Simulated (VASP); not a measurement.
Set up this calculation in VASP 6.6.1, as the native input.

* Task: band structure
* Functional: PBEsol
* Potentials or basis: VASP PAW PBE potentials, release 64 (Mg, Te)
* Cutoff: 520 eV
* k mesh: 6 × 6 × 6
* Occupations: gaussian, width 0.03 eV
* Spin: no spin polarisation
* Grid for exact exchange (PRECFOCK): Fast
* Further INCAR settings: ALGO = Normal; EDIFF = 1e-06; NBANDS = 11

The structure of MgTe lies in POSCAR:

```
MgTe                                    
1.0
    0.0000000000      3.2204257755      3.2204257755
    3.2204257755      0.0000000000      3.2204257755
    3.2204257755      3.2204257755     -0.0000000000
  Mg              Te            
     1     1
Direct
     1.0000000000000000    1.0000000000000000    1.0000000000000000
     0.2500000000000000    0.2500000000000000    0.2500000000000000
```

The cell was built by a generator and needn't be a form met in nature.

One way to write it, as run:

INCAR

```
ALGO     = Normal         # electronic algorithm
EDIFF    = 1E-6           # SCF threshold, eV
ENCUT    = 520            # plane-wave cutoff, eV
GGA      = PS             # functional
ISIF     = 2              # what is computed and relaxed
ISMEAR   = 0              # smearing method
KPAR     = 2            
LASPH    = T              # aspherical terms in the spheres
LCHARG   = F              # write CHGCAR
LREAL    = F              # projectors in reciprocal space
LWAVE    = F              # write WAVECAR
NBANDS   = 11             # bands
NELM     = 80             # most SCF steps
PREC     = Accurate       # precision mode
SIGMA    = 0.03           # smearing width, eV
```

KPOINTS

```
k-points
0
Gamma
  6 6 6
```

KPOINTS_OPT

```
explicit points
9
Reciprocal
 0.0000000000  0.0000000000  0.0000000000 1
 0.3750000000  0.3750000000  0.7500000000 1
 0.5000000000  0.5000000000  0.5000000000 1
 0.6250000000  0.2500000000  0.6250000000 1
 0.5000000000  0.2500000000  0.7500000000 1
 0.5000000000  0.0000000000  0.5000000000 1
 0.4000000000  0.0000000000  0.4000000000 1
 0.4250000000  0.0000000000  0.4250000000 1
 0.4500000000  0.0000000000  0.4500000000 1
```

Potentials or basis: VASP PAW PBE potentials, release 64 (Mg, Te).

Run with:

```console
$ cat potpaw_PBE.64/Mg/POTCAR potpaw_PBE.64/Te/POTCAR > POTCAR
$ mpirun -np 2 vasp_std > vasp.out
```

It gave:

The pressure is 0.0 GPa. The band gap on the k mesh is 2.34 eV, direct and the band gap along the path is 2.34 eV, direct.

Caveat: the PAW data sets were made with another functional, which shifts forces and pressure a little; spin-orbit coupling is left out, which moves the levels of the heavy elements.

It took 16 s on 2 MPI ranks on Intel(R) Xeon(R) Platinum 8488C (Sapphire Rapids) (shared host), peak memory 0.2 GiB a rank.
